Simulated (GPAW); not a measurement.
# Ballistic transport through C2 in line between two Bi chains, cheap and dear, part 2 of 2

How well does C2 in line between two Bi chains conduct at low bias, and how far do basis and functional move the answer?

GPAW 26.7.0; GPAW LCAO, PAW setups; Landauer transmission from Green's functions with principal layers (ASE), zero bias.

So far, transmission at the Fermi level (one spin): step 2 (GPAW, dzp, PBE, GPAW) 1.96; step 3 (basis szp(dzp), PBE, GPAW) 1.92; step 4 (basis sz(dzp), PBE, GPAW) 1.86; step 5 (revPBE) 1.96.

### Step 8. K-points along the lead 40, SCF mesh 1×1×1, potential alignment off

The lead's own mesh along the current sets its density and potential; where the lead is aligned to the junction's end layer, a rigid shift drops out. The SCF mesh sets the Fermi level of the repeated cell. Without the shift, lead and junction are matched by their Fermi levels alone.

This step: GPAW LCAO, PAW setups; Landauer transmission from Green's functions with principal layers (ASE), zero bias (GPAW 26.7.0).

run.py reads:

```python
import json
import numpy as np
from ase import Atoms
from ase.transport.calculators import TransportCalculator
from gpaw import GPAW, FermiDirac
from gpaw.lcao.tools import get_lcao_hamiltonian
from scipy.linalg import eigh

# The junction with lead layers at both ends, along the third cell vector
device = Atoms(
    ['Bi', 'Bi', 'Bi', 'Bi', 'C', 'C', 'Bi', 'Bi', 'Bi', 'Bi'],
    positions=[
        [4.50000, 4.50000, 1.45000],
        [4.50000, 4.50000, 4.35000],
        [4.50000, 4.50000, 7.25000],
        [4.50000, 4.50000, 10.15000],
        [4.50000, 4.50000, 12.19230],
        [4.50000, 4.50000, 13.43230],
        [4.50000, 4.50000, 15.47460],
        [4.50000, 4.50000, 18.37460],
        [4.50000, 4.50000, 21.27460],
        [4.50000, 4.50000, 24.17460]],
    cell=[[9.0, 0.0, 0.0], [0.0, 9.0, 0.0], [0.0, 0.0, 25.6246]],
    pbc=True)

# One principal layer of the lead: the first 2 atoms of the device
lead = Atoms(
    ['Bi', 'Bi'],
    positions=[
        [4.50000, 4.50000, 1.45000],
        [4.50000, 4.50000, 4.35000]],
    cell=[[9.0, 0.0, 0.0], [0.0, 9.0, 0.0], [0.0, 0.0, 5.8]],
    pbc=True)

settings = dict(mode='lcao', basis='dzp', xc='PBE', h=0.2,
                occupations=FermiDirac(0.1), maxiter=250,
                mixer=dict(beta=0.1, nmaxold=8, weight=100.0),
                convergence=dict(density=0.0001))
energies = np.arange(-2, 2 + 1e-9, 0.05)
eta = 0.0001
n1, n2 = 1, 1
# k and -k transmit alike, so half of the mesh across the current serves
mesh = [(i, j) for i in range(n1) for j in range(n2) if (i, j) <= (-i % n1, -j % n2)]
weights = np.array([1 if (i, j) == (-i % n1, -j % n2) else 2 for i, j in mesh]) / (n1 * n2)

# [... helper functions left out ...]
fermi_lead = ground_state(lead, (1, 1, 40), 'lead.txt')
fermi_device = ground_state(device, (1, 1, 1), 'device.txt')
# [... loop over the mesh left out, but for ...]
        # Lead and device are aligned by their Fermi levels alone
        shift = 0.0
# [...]
kT = 8.617333e-5 * 77
bias = [0.1, 0.2, 0.5, 1.0, 1.5, 2.0]
# [... integrals and printing left out ...]
```

Started as:

```
> OMP_NUM_THREADS=1 OPENBLAS_NUM_THREADS=1 python run.py
```

The log of the run:

```text
basis functions: device 210, principal layer 46
Fermi level: lead -2.8510 eV, device -2.7117 eV; lead shifted by 0.0000 eV
largest coupling past the next layer 5.83e-06 eV, largest misfit of the first layer 0.518 eV
  E-E_F (eV)   T (one spin)  [channel counts left out]
    -2.000    6.7432e-02
    -1.950    6.6400e-02
    -1.900    6.5460e-02
    -1.850    6.4609e-02
    -1.800    6.3846e-02
    -1.750    6.3168e-02
    -1.700    6.2572e-02
    -1.650    6.2057e-02
    -1.600    6.1618e-02
    -1.550    6.1258e-02
    -1.500    6.0971e-02
    -1.450    6.0748e-02
    -1.400    2.7773e-01
    -1.350    6.8390e-01
    -1.300    1.1882e+00
    -1.250    1.6154e+00
[...]
1.650    7.2797e-02
     1.700    6.3722e-02
     1.750    5.8161e-02
     1.800    5.5326e-02
     1.850    5.4452e-02
     1.900    5.3621e-02
     1.950    5.2833e-02
     2.000    5.2091e-02
conductance at 77 K: 2.0703 G0 a cell; thermopower 0.04418 uV/K
current from the zero-bias T(E) at 0.1 V: 16.035 uA
current from the zero-bias T(E) at 0.2 V: 32.039 uA
current from the zero-bias T(E) at 0.5 V: 79.384 uA
current from the zero-bias T(E) at 1.0 V: 151.5 uA
current from the zero-bias T(E) at 1.5 V: 213.4 uA
current from the zero-bias T(E) at 2.0 V: 278.93 uA
```

Wall time 27 s (1 thread of Arm Neoverse V1, shared host); peak memory 0.86 GiB.

The run finished with changed settings (lead_nz = 40, scf_mesh = [1, 1, 1] and align = false); it serves as a test.

The two runs compared:

```csv
quantity,this run,sound run,difference
conductance (G₀),2.0703,1.9639,0.106
largest coupling past the next principal layer (eV),5.834e-6,5.832e-6,2.1e-9
largest misfit of the first principal layer (eV),0.51794,0.13310,0.385
shift that aligns the lead (eV),0,-0.10223,0.102
transmission at the Fermi level (one spin),2.0706,1.9641,0.107
```

One result that differs is the largest misfit of the first principal layer, 0.518 eV against 0.133 eV.

### Step 9. Another change of settings

A last run, with other settings again.

Edit run.py of step 8 so:

```diff
@@ -25,9 +25,8 @@
 
-# One principal layer of the lead: the first 2 atoms of the device
+# One principal layer of the lead: the first 1 atoms of the device
 lead = Atoms(
-    ['Bi', 'Bi'],
+    ['Bi'],
     positions=[
-        [4.50000, 4.50000, 1.45000],
-        [4.50000, 4.50000, 4.35000]],
-    cell=[[9.0, 0.0, 0.0], [0.0, 9.0, 0.0], [0.0, 0.0, 5.8]],
+        [4.50000, 4.50000, 1.45000]],
+    cell=[[9.0, 0.0, 0.0], [0.0, 9.0, 0.0], [0.0, 0.0, 2.9]],
     pbc=True)
@@ -35,3 +34,3 @@
 settings = dict(mode='lcao', basis='dzp', xc='PBE', h=0.2,
-                occupations=FermiDirac(0.1), maxiter=250,
+                occupations=FermiDirac(0.1), maxiter=75,
                 mixer=dict(beta=0.1, nmaxold=8, weight=100.0),
@@ -46,7 +45,7 @@
 # [... helper functions left out ...]
-fermi_lead = ground_state(lead, (1, 1, 40), 'lead.txt')
-fermi_device = ground_state(device, (1, 1, 1), 'device.txt')
+fermi_lead = ground_state(lead, (1, 1, 19), 'lead.txt')
+fermi_device = ground_state(device, (1, 1, 3), 'device.txt')
 # [... loop over the mesh left out, but for ...]
-        # Lead and device are aligned by their Fermi levels alone
-        shift = 0.0
+        # Shift the lead onto the potential of the device's first layer
+        shift = ((H[:, 0, 0] - H0[:, 0, 0]) / S0[0, 0]).real.mean()
 # [...]
```

The log of the run:

```text
basis functions: device 210, principal layer 23
Fermi level: lead -2.8856 eV, device -2.9024 eV; lead shifted by -0.1968 eV
largest coupling past the next layer 2.76e-01 eV, largest misfit of the first layer 0.098 eV
  E-E_F (eV)   T (one spin)  [channel counts left out]
    -2.000    6.7857e-02
    -1.950    6.8250e-02
    -1.900    6.8664e-02
    -1.850    6.9095e-02
    -1.800    6.9542e-02
    -1.750    7.0003e-02
    -1.700    7.0475e-02
    -1.650    7.0957e-02
    -1.600    7.1445e-02
    -1.550    7.1937e-02
    -1.500    9.0827e-02
    -1.450    2.3004e-01
    -1.400    6.4940e-01
    -1.350    1.2019e+00
    -1.300    1.4917e+00
    -1.250    1.5445e+00
[...]
1.650    7.0578e-01
     1.700    5.1208e-01
     1.750    5.4286e-02
     1.800    5.4061e-02
     1.850    5.3869e-02
     1.900    5.3707e-02
     1.950    5.3577e-02
     2.000    5.3478e-02
conductance at 77 K: 1.918 G0 a cell; thermopower -0.02515 uV/K
current from the zero-bias T(E) at 0.1 V: 14.863 uA
current from the zero-bias T(E) at 0.2 V: 29.74 uA
current from the zero-bias T(E) at 0.5 V: 74.553 uA
current from the zero-bias T(E) at 1.0 V: 149.55 uA
current from the zero-bias T(E) at 1.5 V: 221.58 uA
current from the zero-bias T(E) at 2.0 V: 285.68 uA
```

Wall time 26 s (1 thread); peak memory 0.84 GiB.

The run finished. A setting was moved off its sound value on purpose, so it serves as a test and not as the result.

The fault put into the input: a principal layer shorter than the orbitals' reach (n_lead = 1 and period = 2.9).

Side by side:

```csv
quantity,this run,sound run,difference
conductance (G₀),1.9180,1.9639,-0.0460
largest coupling past the next principal layer (eV),0.27552,5.832e-6,0.276
largest misfit of the first principal layer (eV),0.098309,0.13310,-0.0348
shift that aligns the lead (eV),-0.19681,-0.10223,-0.0946
basis functions of a principal layer,23,46,-23
transmission at the Fermi level (one spin),1.9178,1.9641,-0.0462
```

One result that differs is the largest coupling past the next principal layer, 0.276 eV against 5.8e-6 eV.

### Step 10. Summary of results

```
conductance                                        : 1.96 G₀
transmission at the Fermi level, mean of the spins : 1.96
thermopower                                        : about 0 (under 1.5 μV/K)
```

In the dzp basis the junction conducts 1.96 G₀ at 77 K, with T = 1.96 a spin at the Fermi level; the sz basis reaches that conductance within 10 %. At the Fermi level the three most open eigenchannels pass 0.95, 0.95 and 0.068. Measured against the first run (dzp), the nearest curve is that of dzp-revPBE (r.m.s. 0.0048) and the farthest that of sz (0.13). Over the compared runs wall time goes from 18 s (sz) to 28 s (dzp-revPBE), on a shared host. The geometry was built from estimated bond lengths and not relaxed, so the numbers describe this model structure. Spin-orbit coupling is left out, which matters for the heavy atoms here. The lead had to be shifted by -0.10 eV to meet the junction cell, whose ends are therefore not quite neutral; features of T(E) can be displaced by about as much. An evenly spaced straight chain is an idealisation: free chains tend to dimerise, zigzag or, where a band edge lies near the Fermi level, turn magnetic. The currents use the zero-bias T(E) throughout, which holds only while the bias is small against the distance to the nearest feature. The energy step is wider than the thermal energy, so the conductance and thermopower rest on interpolation of T(E).

[Logs are printed without paths, hosts, clocks, repeated set-up lines and the standing remarks that a program may print on its own settings, such as how far it seeks lower states.]

[Hosts, paths, dates, database ids (printed as entryN), source tags and the programs' standing remarks are cut or masked in the printed files.]
